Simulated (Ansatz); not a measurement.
# Si2Ni (Fm-3m) in Ansatz: further runs

The runs below take Si2Ni through relaxation of cell and atoms, with PBEsol.

Everything below comes from runs of Ansatz 0.2.0. Logs are shortened: lines on timing, memory, paths and dates and some standing lists are left out, and cuts for length are marked.

## Step 1: The structure

Symmetry: Fm-3m, No. 225, cubic system. The conventional cell has a = 5.406 Å, b = 5.406 Å, c = 5.406 Å, α = 90.00°, β = 90.00°, γ = 90.00°. Ni (site symmetry m-3m) is surrounded by 8 Si at 2.34 Å. Si (site symmetry -43m) is surrounded by 4 Ni at 2.34 Å.

## Step 2: Relaxation of cell and atoms, PBEsol, collinear spin, ferromagnetic start, target pressure 20 GPa, at which the enthalpy is minimised

File input.yaml:

```yaml
crystal:
  lattice:
    - [0.0, 2.703, 2.703]
    - [2.703, 0.0, 2.703]
    - [2.703, 2.703, 0.0]
  atoms:
    - { symbol: Ni, position: [0.0, 0.0, 0.0], spin: 1.0 }
    - { symbol: Si, position: [0.75, 0.75, 0.75] }
    - { symbol: Si, position: [0.25, 0.25, 0.25] }
kpoints:
  mp_grid: { grid: [9, 9, 9] }
scf:
  occupations: { method: fermi_dirac, width: 0.05 }
hamiltonian:
  xc: pbesol
  pseudopotentials: { kind: all_electron, lapw: { basis_error: 0.002 } }
magnetization:
  spin_polarized: true
output:
  forces: true
  stress: true
relax:
  f_tol: 0.005
  max_steps: 60
  cell: { p_target: 20 }
```

Potentials or basis: all-electron LAPW, scalar-relativistic.

On the command line:

```bash
$ ansatz run input.yaml --threads 4 --pin off --max-ram 12288MiB --backend cpu --events-out ev --progress --plain --runs-dir out
```

Output:

```text
Warning: RAYON_NUM_THREADS=4 ignored (pool sized by the plan → 4); use --threads N
The last accepted step is kept in <dir> (removed where the run ends without a failure and the disk answers)
LAPW: plane waves up to 8.738 Å⁻¹, error target 2.0e-3 eV per atom; small_component_spin mean_spin; Si in spheres of 1.033 Å, 12 of its electrons in bands, Dirac shells []; Ni in spheres of 1.237 Å, 18 of its electrons in bands, Dirac shells [] (how accurate: hamiltonian.pseudopotentials.lapw.basis_error, Limitations)
Engine: ansatz 0.2.0, aarch64-unknown-linux-gnu
Pseudopotentials: kind: all_electron
Pseudopotential: Ni, LAPW, valence charge 18, lapw/all_electron/scalar/gaussian/Ni, Koelling and Harmon's equation, gaussian nucleus
Pseudopotential: Si, LAPW, valence charge 12, lapw/all_electron/scalar/gaussian/Si, Koelling and Harmon's equation, gaussian nucleus
Functional definition: PBEsol
  exchange = pbesol_x
  correlation = pbesol_c
Crystal: 3 atoms, lattice volume = 39.497 Å³
Basis set: ecut = 290.92172972360635 eV, 459 PW (Γ), exchange–correlation at level 2
Bands: 26, of which v1, the nominal top of the filled ones, is band 21 counted from 1 (20 counted from 0)
Symmetry: 48 space group operations
Space group: Fm-3m (ITA 225), of the structure as read, at distance tolerance 3.4e-5 Å
Magnetic group: BNS 225.116 (UNI 1618), of the structure as read, at distance tolerance 3.4e-5 Å
k-points: 35 of 729
Non-local potential: Ni, projectors of the file, none
Non-local potential: Si, projectors of the file, none
Initial density: superposition of atomic densities (chi_scale 0.1, normalization cell)
Starting moments: Σ|m| = 1 μB on 1 of 3 sites
Initial wavefunctions: plane waves of lowest kinetic energy (no species holds an atomic orbital)
Functional: x = pbesol(κ = 0.804, μ = 0.12345679012345678), c = pbesol(β = 0.046)
iter 1 solved again at ethr=4.12e-3 eV; its pass at ethr=1.00e-1 eV (dr2=1.73e0 eV) is discarded
SCF iter   1: F=—  HF=-57105.597933 eV  |F-HF|=—  |Δ(HF+E_count)|=         —  Δρ=3.96e-2 (↑1.87e-2 ↓3.96e-2)  dr2=1.73e0  dr2_m=1.14e-1  M=0.269 μB ∫|m|=0.431 μB  β_m=0.30  ethr=4.12e-3  ⟨swp⟩=2.0  Hψ=12126  notcnv=0
Mixer restart at iter 1: flushing history
preconditioner: auto → Kerker (q_TF=auto, 2.756 Å⁻¹)  [metal: Δε(μ)=0.005 eV  Ē_g=9.262 eV  σ=0.050 eV  W_gap=0.02  n_scr=14 (ndim 8)  ℏωp=25.1 eV  f_vac=0.000  D(μ)=0.78/eV (n_scr^D=0)]
spin=Collinear: Kerker preconditioning applied to the charge; magnetization (m = ρ↑ − ρ↓) channel mixes plain (no charge-response kernel on spin).
SCF iter   2: F=—  HF=-57105.551076 eV  |F-HF|=—  |Δ(HF+E_count)|=   4.69e-2  Δρ=2.88e-2 (↑1.51e-2 ↓2.88e-2)  dr2=8.96e-1  dr2_m=6.67e-2  M=0.231 μB ∫|m|=0.380 μB  β_m=0.56  ethr=4.11e-3  ⟨swp⟩=2.0  Hψ=5250  notcnv=0
SCF iter   3: F=—  HF=-57105.757447 eV  |F-HF|=—  |Δ(HF+E_count)|=   2.06e-1  Δρ=2.17e-2 (↑1.12e-2 ↓2.17e-2)  dr2=7.85e-1  dr2_m=1.41e-2  M=0.118 μB ∫|m|=0.204 μB  β_m=0.46  ethr=2.13e-3  ⟨swp⟩=2.0  Hψ=5253  notcnv=0
iter 4 solved again at ethr=6.16e-5 eV; its pass at ethr=1.87e-3 eV (dr2=2.59e-2 eV) is discarded
[... 83 lines left out ...]
SCF iter   2: F=—  HF=-57105.188203 eV  |F-HF|=—  |Δ(HF+E_count)|=   5.23e-9  Δρ=3.41e-8 (↑3.41e-8 ↓3.41e-8)  dr2=2.30e-12  dr2_m=3.13e-20  M=0.000 μB ∫|m|=0.000 μB  β_m=0.36  ethr=2.04e-12 (applied; sched 1.00e-12)  ⟨swp⟩=3.0  Hψ=5226  notcnv=0
SCF iter   3: F=-57105.188203 eV  HF=-57105.188203 eV  |F-HF|=3.52e-9  |Δ(HF+E_count)|=  5.53e-10  Δρ=6.43e-7 (↑6.43e-7 ↓6.43e-7)  dr2=7.81e-10  dr2_m=2.20e-20  M=-0.000 μB ∫|m|=0.000 μB  ethr=1.86e-12 (applied; sched 1.00e-12)  ⟨swp⟩=2.0  Hψ=4912  notcnv=0
the starting moments were not kept: the SCF closed with an absolute magnetisation of 2.1e-10 μB, where they sum to 1 μB in size (1 site). That is at most 0.1 of that sum. Measured as dr2_m measures the in/out step, that magnetisation stands 4.1e-21 eV from none, at or under the dr2_threshold of 1.0e-7 eV: it is no larger than a step whose dr2_m would equal this threshold.
SCF 6 converged in 3 iterations: F = -57105.188203 eV  dr2 = 7.81e-10
relax step   6: F+E_penalty+E_count = -57105.18820304 eV  Δ(F+E_penalty+E_count) = +2.632e-7 eV  max|allowed force component| = 3.315e-17 eV/Å  Δτ_max = 0.0000 Å  P = +19.998 GPa  Ω = 35.390 Å³  stress off target by 1.91e-3 GPa  SCF on the basis re-selected at this cell (its energy is not comparable with the rows above)  (3 SCF iters)
basis re-selected at this cell: Δ(F+E_penalty+E_count) = +2.632e-7 eV, ΔP = +0.000 GPa vs the last step (what re-selecting the basis moved, after the strain that the cell walked since its last selection, with what the two solves' SCF thresholds leave and, on support functions, any second-order correction that the steps lacked; it is no measure of the basis error at this ecutwfc). This SCF's stress stands 1.91e-3 GPa from its target on what of the cell is left free (relax.cell.stress_tol is 5.00e-2 GPa) and its largest allowed force component is 3.32e-17 eV/Å (relax.f_tol is 5.00e-3 eV/Å): within both
SCF converged after 3 iterations
Magnetization: -0.0000 μB (21.0000 up, 21.0000 down)
Absolute magnetization: 0.0000 μB (∫|ρ↑−ρ↓|)
Spin contamination: 0.0000 ħ² per cell (⟨S²⟩ above its minimum at these occupations)
Per-site moments (μB) at R_I (Å): [(-9.768008624178037e-11, 1.1928436100950164), (1.899991275422508e-11, 0.996193846896052), (1.899991275422508e-11, 0.996193846896052)]
Free energy (F): -57105.188203 eV
Harris-Foulkes:  -57105.188203 eV  (|F-HF|=3.52e-9)
Internal energy: -57105.180121 eV  (E = F + TS)
E sigma→0 (E₀):  -57105.184162 eV
Entropy (-TS):   -0.008082 eV (-2.694 meV/atom)
Fermi energy:    16.718186 eV
--- Per-component energies (eV) ---
  E_band       = -1634.551171
  E_kinetic    = 57816.075188
  E_xc         = -2808.589327
  E_electrostatic = -112112.665982  (all electrons and nuclei)
  E_smearing   = -0.008082  (= −TS)
  E_closure    = 0.000000  (closes the sum)
  E_atoms      = -57084.767189  (free atoms, spherical and without spin; not in F)
  Σ components = -57105.188203   (vs F -57105.188203, Δ=0.00e0)
  Basis errors (estimates in eV, not in F): energy 9.8e-4 per atom: plane waves 8.8e-4 (5.1e-4 summed), levels above the bands 3.1e-38, relativity 1.3e-8, radial functions 1.0e-4, core shells 7.1e-10; eigenvalues (radial functions only) 1.6e-6; not estimated: angular momenta, meshes, grids; target (lapw.basis_error) 2.0e-3; muffin-tin radii Si 0.996 Å, Ni 1.193 Å
--- Forces (eV/Å), atoms counted from 1 ---
  atom   1  Ni     0.00000000    -0.00000000    -0.00000000
  atom   2  Si    -0.00000000    -0.00000000    -0.00000000
  atom   3  Si     0.00000000     0.00000000     0.00000000
  max |Σ_I F_I| component: 4.63e-18 eV/Å
--- Stress (GPa, compression-positive) ---
       19.998090      -0.000000      -0.000000
       -0.000000      19.998090      -0.000000
       -0.000000      -0.000000      19.998090
  P = ⅓ Tr σ = 19.9981 GPa (199.981 kbar)
--- Relaxed structure (5 steps of the walk, 5 accepted, 1 SCFs on fresh bases) ---
  F+E_penalty+E_count = -57105.18820304 eV   max|allowed force component| = 3.315e-17 eV/Å   (the final SCF, on the basis selected at the relaxed cell)
  cell:  # Å, volume = 35.3902 Å³
    - [-5.668601386596344e-34, 2.605858523490044, 2.605858523490044]
    - [2.605858523490044, -7.865980575782567e-34, 2.605858523490044]
    - [2.605858523490044, 2.605858523490044, -1.1241664547575895e-33]
  atoms:
    - { symbol: Ni, position: [-2.391503016287114e-34, 4.302325331707756e-34, 1.2518335313216784e-34] }
    - { symbol: Si, position: [0.7500000000000001, 0.7500000000000001, 0.7500000000000001] }
    - { symbol: Si, position: [0.25, 0.25, 0.25] }
```

Run time: 29 s. Hardware: 4 threads of Arm Neoverse V2, shared host; peak memory 0.48 GiB.

What came out:

```yaml
Free_energy: -57105.1882 eV
Relaxed_volume: 11.80 Å³/atom
Relaxed_cell: a = 3.685 Å, b = 3.685 Å, c = 3.685 Å, α = 60.00°, β = 60.00°, γ = 60.00°
Space_group_after_relaxing_to_0.05_Å: Fm-3m (No. 225)
Energy_change_on_relaxing_the_enthalpy_is_what_falls: +72.9 meV/atom
Ionic_steps: 6
Pressure_after_relaxing: 20.0 GPa
Net_moment: 0.00 μB per cell
Absolute_moment: 0.00 μB per cell
```

The path:
| step | energy change (eV) | largest force (eV/Å) | volume (Å³) |
| --- | --- | --- | --- |
| 1 | 0.0000 | 0.0000 | 39.50 |
| 2 | 0.0921 | 0.0000 | 36.66 |
| 3 | 0.2512 | 0.0000 | 35.14 |
| 4 | 0.2162 | 0.0000 | 35.41 |
| 5 | 0.2186 | 0.0000 | 35.39 |
| 6 | 0.2186 | 0.0000 | 35.39 |

Final structure:
```
CELL_PARAMETERS angstrom
0.00000 2.60586 2.60586
2.60586 0.00000 2.60586
2.60586 2.60586 0.00000
ATOMIC_POSITIONS crystal
Ni 0.00000 0.00000 0.00000
Si 0.75000 0.75000 0.75000
Si 0.25000 0.25000 0.25000
```

Caveat: the starting moments weren't kept.

## Step 3: Relaxation of cell and atoms, PBEsol, collinear spin, ferromagnetic start, target pressure 30 GPa, at which the enthalpy is minimised

input.yaml: that of step 2 with these lines changed.

```diff
@@ -24,2 +24,2 @@
   max_steps: 60
-  cell: { p_target: 20 }
+  cell: { p_target: 30 }
```

Potentials or basis: all-electron LAPW, scalar-relativistic.

On the command line:

```bash
$ ansatz run input.yaml --threads 4 --pin off --max-ram 12288MiB --backend cpu --events-out ev --progress --plain --runs-dir out
```

It took 25 s on 4 threads of Arm Neoverse V2, shared host; peak memory 0.48 GiB.

The run converged. Its results:

- Free energy: -57104.9871 eV
- Relaxed volume: 11.36 Å³/atom
- Relaxed cell: a = 3.640 Å, b = 3.640 Å, c = 3.640 Å, α = 60.00°, β = 60.00°, γ = 60.00°
- Space group after relaxing (to 0.05 Å): Fm-3m (No. 225)
- Energy change on relaxing (the enthalpy is what falls): +139.9 meV/atom
- Ionic steps: 5
- Pressure after relaxing: 30.0 GPa
- Net moment: 0.00 μB per cell
- Absolute moment: 0.00 μB per cell

The path:
```tsv
step	energy change (eV)	largest force (eV/Å)	volume (Å³)
1	0.0000	0.0000	39.50
2	0.2225	0.0000	35.36
3	0.4921	0.0000	33.72
4	0.4197	0.0000	34.09
5	0.4197	0.0000	34.09
```

Final structure:
```
CELL_PARAMETERS angstrom
0.00000 2.57359 2.57359
2.57359 0.00000 2.57359
2.57359 2.57359 0.00000
ATOMIC_POSITIONS crystal
Ni 0.00000 0.00000 0.00000
Si 0.75000 0.75000 0.75000
Si 0.25000 0.25000 0.25000
```

Caveat: the starting moments weren't kept.
